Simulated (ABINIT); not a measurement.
# CdSe (Cadmoselite) (P6_3mc) in ABINIT: settings compared

One crystal, CdSe (Cadmoselite), is run at these levels: PBE, revPBE, HCTH407; tasks: band structure.

Everything below comes from runs of ABINIT 10.8.3 (patched build). Logs are shortened: lines on timing, memory, paths and dates and some standing lists are left out, and cuts for length are marked. The log counts tension as positive stress, the text compression.

**What was measured.**

A printed reference work, data compilation reports, for a bulk crystal of CdSe at 2 K: band gap 1.841 eV.

The runs below are set against these values where they give the same quantity.

## 1. Starting point

The structure is hexagonal, space group P6_3mc (No. 186). The conventional cell has a = 4.300 Å, b = 4.300 Å, c = 7.020 Å, α = 90.00°, β = 90.00°, γ = 120.00°. Cd (site symmetry 3m) has 4 Se at 2.61 to 2.70 Å as nearest neighbours. Se (site symmetry 3m) is surrounded by 4 Cd at 2.61 to 2.70 Å.

## 2. Band structure, PBE

The input, run.abi:

```
ndtset 2

pp_dirpath "./"
pseudos "Cd.GGA_PBE-JTH.xml, Se.GGA_PBE-JTH.xml"

acell 8.1258223359 8.1258223359 13.2658773949
rprim
     1.0000000000     0.0000000000     0.0000000000
    -0.5000000000     0.8660254038     0.0000000000
     0.0000000000     0.0000000000     1.0000000000
ntypat 2
znucl 48 34
natom 4
typat 1 1 2 2
xred
     0.6666666667     0.3333333333     0.5000000000
     0.3333333333     0.6666666667     0.0000000000
     0.6666666667     0.3333333333     0.8850000000
     0.3333333333     0.6666666667     0.3850000000

ecut 462.593566 eV
pawecutdg 34.0

ixc 11

occopt 3
tsmear 0.05 eV

nstep 100

iomode 3
prtwf 0
prteig 0
prtebands 0
enunit 1
prtden1 1
prtvha1 1
prtvclmb1 1
prtpot1 1

kptopt1 1
ngkpt1 7 7 4
nshiftk1 1
shiftk1 0.0 0.0 0.0
nband1 22
tolvrs1 1.0e-9

iscf2 -2
getden2 1
nband2 26
nbdbuf2 2
tolwfr2 1.0e-12
kptopt2 -7
ndivsm2 5
prteig2 1
kptbounds2
     0.0000000000     0.0000000000     0.0000000000
     0.5000000000     0.0000000000     0.0000000000
     0.3333333333     0.3333333333     0.0000000000
     0.0000000000     0.0000000000     0.0000000000
     0.0000000000     0.0000000000     0.5000000000
     0.5000000000     0.0000000000     0.5000000000
     0.3333333333     0.3333333333     0.5000000000
     0.0000000000     0.0000000000     0.5000000000
```

Potentials or basis: JTH PAW PBE v2.0.

Command:

```
$ abinit run.abi > log 2>&1
```

run.abo:

```text
.Version 10.8.3 of ABINIT
 DATASET    1 : space group P6_3 m c (#186); Bravais hP (primitive hexag.)
================================================================================
 Values of the parameters that define the memory need for DATASET  1.
     intxc =       0    ionmov =       0      iscf =      17    lmnmax =      18
     lnmax =       6     mgfft =      50  mpssoang =       3    mqgrid =    3483
     natom =       4  nloc_mem =       2    nspden =       1   nspinor =       1
    nsppol =       1      nsym =      12    n1xccc =       1    ntypat =       2
    occopt =       3   xclevel =       2
       mpw =        2563          nfft =       51200          nkpt =          24
 PAW method is used; the additional fine FFT grid is defined by:
   mgfftf=        72    nfftf =    145800
================================================================================
================================================================================

 DATASET    2 : space group P6_3 m c (#186); Bravais hP (primitive hexag.)
================================================================================
 Values of the parameters that define the memory need for DATASET  2.
     intxc =       0    ionmov =       0      iscf =      -2    lmnmax =      18
     lnmax =       6     mgfft =      50  mpssoang =       3    mqgrid =    3483
     natom =       4  nloc_mem =       2    nspden =       1   nspinor =       1
    nsppol =       1      nsym =      12    n1xccc =       1    ntypat =       2
    occopt =       3   xclevel =       2
       mpw =        2563          nfft =       51200          nkpt =          56
 PAW method is used; the additional fine FFT grid is defined by:
   mgfftf=        72    nfftf =    145800
================================================================================
================================================================================

--------------------------------------------------------------------------------
------------- Echo of variables that govern the present computation ------------
--------------------------------------------------------------------------------
 -outvars: echo values of preprocessed input variables --------
            acell      8.1258223359E+00  8.1258223359E+00  1.3265877395E+01 Bohr
              amu      1.12411000E+02  7.89600000E+01
             ecut      1.70000000E+01 Hartree
           enunit           1
           getden1          0
           getden2          1
             iscf1         17
             iscf2         -2
                       outvar_i_n : Printing only first  50 k-points.
              ixc          11
           jdtset        1    2
                       outvar_i_n : Printing only first  50 k-points.
           kptopt1          1
           kptopt2         -7
         kptrlatt        7    0    0      0    7    0      0    0    4
          kptrlen1     5.30635096E+01
          kptrlen2     3.00000000E+01
            natom           4
            nband1         22
            nband2         26
           nbdbuf1          0
           nbdbuf2          2
           ndtset           2
           ndivsm1          0
           ndivsm2          5
            ngfft          32      32      50
          ngfftdg          45      45      72
             nkpt1         24
             nkpt2         56
            nstep         100
             nsym          12
           ntypat           2
           occopt           3
        pawecutdg      3.40000000E+01 Hartree
         pawxcdev           0
        prtebands           0
           prteig1          0
           prteig2          1
           prtpot1          1
           prtpot2          0
         prtvclmb1          1
         prtvclmb2          0
           prtvha1          1
           prtvha2          0
            prtwf           0
            rprim      1.0000000000E+00  0.0000000000E+00  0.0000000000E+00
                      -5.0000000000E-01  8.6602540380E-01  0.0000000000E+00
                       0.0000000000E+00  0.0000000000E+00  1.0000000000E+00
[... 291 lines left out ...]
 -4.0839E-01 -3.9480E-01 -2.3692E-01 -2.3692E-01 -2.3489E-01 -2.3489E-01
 -2.3468E-01 -2.2384E-01 -2.2384E-01 -2.2142E-01 -2.2142E-01 -2.1109E-01
 -1.0128E-01  2.8222E-02  2.8222E-02  5.4194E-02  5.4659E-02  5.4659E-02
  8.0165E-02  1.3214E-01  2.7078E-01  2.7078E-01  2.8009E-01  3.1178E-01
  3.1178E-01  3.3790E-01
 Non-SCF case, kpt    2 (  0.05556  0.00000  0.00000), residuals and eigenvalues=
[... 535 lines left out ...]
 -2.2758E-01 -2.2758E-01 -2.2250E-01 -2.2250E-01 -2.2240E-01 -2.2240E-01
 -4.0159E-02 -4.0159E-02  3.6642E-02  3.6642E-02  3.9689E-02  3.9689E-02
  1.4508E-01  1.4508E-01  2.6233E-01  2.6233E-01  2.8679E-01  2.8679E-01
  2.8815E-01  2.8815E-01
 Non-SCF case, kpt   56 (  0.00000  0.00000  0.50000), residuals and eigenvalues=
  3.41E-13  6.03E-13  6.32E-13  2.16E-13  8.00E-13  9.96E-13  2.98E-13  6.59E-13
  6.50E-13  3.45E-13  3.54E-13  7.82E-13  5.29E-13  7.36E-13  3.44E-13  5.18E-13
  1.62E-13  4.03E-13  3.70E-13  8.87E-13  4.85E-13  9.91E-13  6.37E-13  6.79E-13
  2.14E-13  8.67E-13
 -4.0156E-01 -4.0156E-01 -2.3605E-01 -2.3605E-01 -2.3605E-01 -2.3605E-01
 -2.2760E-01 -2.2760E-01 -2.2250E-01 -2.2250E-01 -2.2250E-01 -2.2250E-01
 -3.9747E-02 -3.9747E-02  4.0888E-02  4.0888E-02  4.0888E-02  4.0888E-02
  1.4019E-01  1.4019E-01  2.6839E-01  2.6839E-01  2.8461E-01  2.8461E-01
  2.8461E-01  2.8461E-01

--- !ResultsGS
iteration_state: {dtset: 2, }
comment   : Summary of ground state results
lattice_vectors:
- [  8.1258223,   0.0000000,   0.0000000, ]
- [ -4.0629112,   7.0371686,   0.0000000, ]
- [  0.0000000,   0.0000000,  13.2658774, ]
lattice_lengths: [   8.12582,    8.12582,   13.26588, ]
lattice_angles: [ 90.000,  90.000, 120.000, ] # degrees, (23, 13, 12)
lattice_volume:   7.5857977E+02
convergence: {deltae:  0.000E+00, res2:  0.000E+00, residm:  9.995E-13, diffor:  0.000E+00, }
etotal    :  -1.14348716E+02
entropy   :   0.00000000E+00
fermie    :   6.86326762E-02
cartesian_stress_tensor: null
pressure_GPa: null
xred      :
- [  6.6667E-01,   3.3333E-01,   5.0000E-01, Cd]
- [  3.3333E-01,   6.6667E-01,   0.0000E+00, Cd]
- [  6.6667E-01,   3.3333E-01,   8.8500E-01, Se]
- [  3.3333E-01,   6.6667E-01,   3.8500E-01, Se]
cartesian_forces: null
force_length_stats: {min: null, max: null, mean: null, }
...

 Integrated electronic density in atomic spheres:
 ------------------------------------------------
 Atom  Sphere_radius  Integrated_density
    1        2.50234         10.44852413
    2        2.50234         10.44852413
    3        2.21132          3.96389935
    4        2.21132          3.96389935

================================================================================

 ----iterations are completed or convergence reached----

 Mean square residual over all n,k,spin=   67.782E-14; max=  99.951E-14
 reduced coordinates (array xred) for    4 atoms
       0.666666666667      0.333333333333      0.500000000000
       0.333333333333      0.666666666667      0.000000000000
       0.666666666667      0.333333333333      0.885000000000
       0.333333333333      0.666666666667      0.385000000000

 cartesian coordinates (angstrom) at end:
    1      2.14999999854385     1.24130307793929     3.50999999762594
    2     -0.00000000000000     2.48260615587858     0.00000000000000
    3      2.14999999854385     1.24130307793929     6.21269999579792
    4     -0.00000000000000     2.48260615587858     2.70269999817198
 length scales=  8.125822335900  8.125822335900 13.265877394900 bohr
              =  4.299999997088  4.299999997088  7.019999995252 angstroms
 Eigenvalues (   eV  ) for nkpt=  56  k points:
 kpt#   1, nband= 26, wtk=  1.00000, kpt=  0.0000  0.0000  0.0000 (reduced coord)
 -11.11297  -10.74311   -6.44702   -6.44702   -6.39160   -6.39160   -6.38583   -6.09106
  -6.09106   -6.02525   -6.02525   -5.74416   -2.75605    0.76796    0.76796    1.47470
   1.48735    1.48735    2.18141    3.59573    7.36830    7.36830    7.62174    8.48391
   8.48391    9.19472
 kpt#   2, nband= 26, wtk=  1.00000, kpt=  0.0556  0.0000  0.0000 (reduced coord)
 -11.10289  -10.73808   -6.44279   -6.44144   -6.38707   -6.38635   -6.38107   -6.09292
  -6.09140   -6.02911   -6.02459   -5.73858   -2.73636    0.59942    0.72469    1.14230
   1.46110    1.46130    2.50820    3.76424    7.24338    7.42528    7.67705    8.40297
   8.56154    9.13013
 kpt#   3, nband= 26, wtk=  1.00000, kpt=  0.1111  0.0000  0.0000 (reduced coord)
 -11.07361  -10.72376   -6.43070   -6.42431   -6.37457   -6.37128   -6.36513   -6.09801
  -6.09196   -6.03896   -6.02284   -5.72285   -2.67984    0.18879    0.60510    0.60625
   1.38585    1.39611    3.01319    4.15905    6.98549    7.58198    7.77367    8.25267
   8.78564    8.95750
 kpt#   4, nband= 26, wtk=  1.00000, kpt=  0.1667  0.0000  0.0000 (reduced coord)
 -11.02789  -10.70239   -6.41264   -6.39890   -6.35110   -6.34793   -6.33840   -6.10592
[... 249 lines left out ...]
 -10.90011  -10.90011   -6.40723   -6.40723   -6.40430   -6.40430   -6.19075   -6.19075
  -6.05462   -6.05462   -6.04310   -6.04310   -1.13607   -1.13607    0.73051    0.73051
   0.98246    0.98246    4.26998    4.26998    6.84770    6.84770    7.89841    7.89841
   8.03179    8.03179
 kpt#  55, nband= 26, wtk=  1.00000, kpt=  0.0303  0.0303  0.5000 (reduced coord)
 -10.92020  -10.92020   -6.41910   -6.41910   -6.41871   -6.41871   -6.19274   -6.19274
  -6.05463   -6.05463   -6.05189   -6.05189   -1.09277   -1.09277    0.99708    0.99708
   1.07999    1.07999    3.94771    3.94771    7.13826    7.13826    7.80396    7.80396
   7.84101    7.84101
 kpt#  56, nband= 26, wtk=  1.00000, kpt=  0.0000  0.0000  0.5000 (reduced coord)
 -10.92713  -10.92713   -6.42325   -6.42325   -6.42325   -6.42325   -6.19338   -6.19338
  -6.05450   -6.05450   -6.05450   -6.05450   -1.08158   -1.08158    1.11263    1.11263
   1.11263    1.11263    3.81471    3.81471    7.30335    7.30335    7.74475    7.74475
   7.74475    7.74475

== END DATASET(S) ==============================================================
================================================================================

 -outvars: echo values of variables after computation  --------
            acell      8.1258223359E+00  8.1258223359E+00  1.3265877395E+01 Bohr
           etotal1    -1.1434871603E+02
            fcart1     5.3019032154E-28  3.0610552486E-28  5.5340277306E-03
                      -5.3019032154E-28 -3.0610552486E-28  5.5340277306E-03
                      -2.6509516077E-28 -1.5305276243E-28 -5.5340277306E-03
                       2.6509516077E-28  1.5305276243E-28 -5.5340277306E-03
            rprim      1.0000000000E+00  0.0000000000E+00  0.0000000000E+00
                      -5.0000000000E-01  8.6602540380E-01  0.0000000000E+00
                       0.0000000000E+00  0.0000000000E+00  1.0000000000E+00
           strten1    -1.1785659037E-04 -1.1785659063E-04 -4.8005742874E-05
                       0.0000000000E+00  0.0000000000E+00  0.0000000000E+00
           xangst      2.1499999985E+00  1.2413030779E+00  3.5099999976E+00
                      -5.4956976198E-16  2.4826061559E+00  0.0000000000E+00
                       2.1499999985E+00  1.2413030779E+00  6.2126999958E+00
                      -5.4956976198E-16  2.4826061559E+00  2.7026999982E+00
             xred      6.6666666667E-01  3.3333333333E-01  5.0000000000E-01
                       3.3333333333E-01  6.6666666667E-01  0.0000000000E+00
                       6.6666666667E-01  3.3333333333E-01  8.8500000000E-01
                       3.3333333333E-01  6.6666666667E-01  3.8500000000E-01
 Calculation completed.
```

Run time: 3.6 min. Hardware: 1 thread of Arm Neoverse V2, shared host; peak memory 0.2 GiB.

Results:

- Free energy: -3111.5871 eV
- Largest force: 0.285 eV/Å
- Band gap on the k mesh: 0.69 eV, direct
- Valence electrons inside the program's atomic spheres: Cd 10.45; Se 3.96

Forces on the atoms (eV/Å):
```
Cd   0.000  0.000  0.285
Cd   0.000  0.000  0.285
Se   0.000  0.000 -0.285
Se   0.000  0.000 -0.285
```

Levels at the corners of the path, in eV from the valence-band top:
| point | band 14 | band 15 | band 16 | band 17 | band 18 | band 19 | band 20 | band 21 | band 22 | band 23 |
| --- | --- | --- | --- | --- | --- | --- | --- | --- | --- | --- |
| Γ | -0.72 | -0.72 | -0.01 | 0.00 | 0.00 | 0.69 | 2.11 | 5.88 | 5.88 | 6.13 |
| M | -3.72 | -2.57 | -1.86 | -1.24 | -0.84 | 3.22 | 3.30 | 4.81 | 6.14 | 6.66 |
| K | -3.85 | -3.07 | -1.79 | -1.79 | -1.79 | 4.39 | 4.78 | 4.78 | 7.06 | 7.06 |
| Γ | -0.72 | -0.72 | -0.01 | 0.00 | 0.00 | 0.69 | 2.11 | 5.88 | 5.88 | 6.13 |
| A | -2.57 | -0.37 | -0.37 | -0.37 | -0.37 | 2.33 | 2.33 | 5.82 | 5.82 | 6.26 |
| L | -4.24 | -1.38 | -1.38 | -1.30 | -1.30 | 2.98 | 2.98 | 4.78 | 4.78 | 7.76 |
| H | -4.14 | -2.49 | -2.49 | -1.06 | -1.06 | 3.79 | 3.79 | 5.92 | 5.92 | 6.21 |
| A | -2.57 | -0.37 | -0.37 | -0.37 | -0.37 | 2.33 | 2.33 | 5.82 | 5.82 | 6.26 |

Caveat: the cutoff is too short for stress, so the log's stress isn't used.

## 3. Band structure, revPBE

run.abi, as its differences from that of step 2:

```diff
@@ -1,3 +1,5 @@
+# Datasets: ground state, then fixed potential
 ndtset 2
 
+# Pseudopotentials
 pp_dirpath "./"
@@ -5,7 +7,8 @@
 
-acell 8.1258223359 8.1258223359 13.2658773949
+# Structure
+acell 3*1.0 Angstrom
 rprim
-     1.0000000000     0.0000000000     0.0000000000
-    -0.5000000000     0.8660254038     0.0000000000
-     0.0000000000     0.0000000000     1.0000000000
+     4.3000000000     0.0000000000     0.0000000000
+    -2.1500000000     3.7239092363     0.0000000000
+     0.0000000000     0.0000000000     7.0200000000
 ntypat 2
@@ -20,2 +23,3 @@
 
+# Plane-wave basis
 ecut 462.593566 eV
@@ -23,4 +27,6 @@
 
-ixc 11
+# Exchange and correlation
+ixc 14
 
+# Bands and occupations
 occopt 3
@@ -28,4 +34,6 @@
 
+# SCF cycle
 nstep 100
 
+# Output
 iomode 3
@@ -36,6 +44,4 @@
 prtden1 1
-prtvha1 1
-prtvclmb1 1
-prtpot1 1
 
+# Dataset 1
 kptopt1 1
@@ -47,2 +53,3 @@
 
+# Dataset 2: bands along G-M-K-G-A-L-H-A
 iscf2 -2
@@ -53,3 +60,3 @@
 kptopt2 -7
-ndivsm2 5
+ndivsm2 8
 prteig2 1
```

Potentials or basis: JTH PAW PBE v2.0.

Command:

```
$ abinit run.abi > log 2>&1
```

Wall time 4.4 min (1 thread of Arm Neoverse V2, shared host); peak memory 0.21 GiB.

The run converged. Its results:

| Item | Value |
| --- | --- |
| Free energy | -3107.6120 eV |
| Largest force | 0.289 eV/Å |
| Band gap on the k mesh | 0.82 eV, direct |
| Valence electrons inside the program's atomic spheres | Cd 10.45; Se 3.97 |

Forces on the atoms (eV/Å):
```
Cd   0.000  0.000  0.289
Cd   0.000  0.000  0.289
Se   0.000  0.000 -0.289
Se   0.000  0.000 -0.289
```

Levels at the corners of the path, in eV from the valence-band top:
```tsv
point	band 15	band 16	band 17	band 18	band 19	band 20	band 21	band 22
Γ	-0.71	-0.01	0.00	0.00	0.82	2.20	5.94	5.94
M	-2.54	-1.85	-1.22	-0.83	3.30	3.41	4.92	6.23
K	-3.03	-1.77	-1.77	-1.77	4.53	4.83	4.83	7.14
Γ	-0.71	-0.01	0.00	0.00	0.82	2.20	5.94	5.94
A	-0.37	-0.37	-0.37	-0.37	2.42	2.42	5.92	5.92
L	-1.37	-1.37	-1.28	-1.28	3.09	3.09	4.86	4.86
H	-2.46	-2.46	-1.05	-1.05	3.87	3.87	6.06	6.06
A	-0.37	-0.37	-0.37	-0.37	2.42	2.42	5.92	5.92
```

Caveat: the cutoff is too short for stress, so the log's stress isn't used; the PAW data sets were made with another functional, which shifts forces and pressure a little.

(Continued in part 2 of 2.)
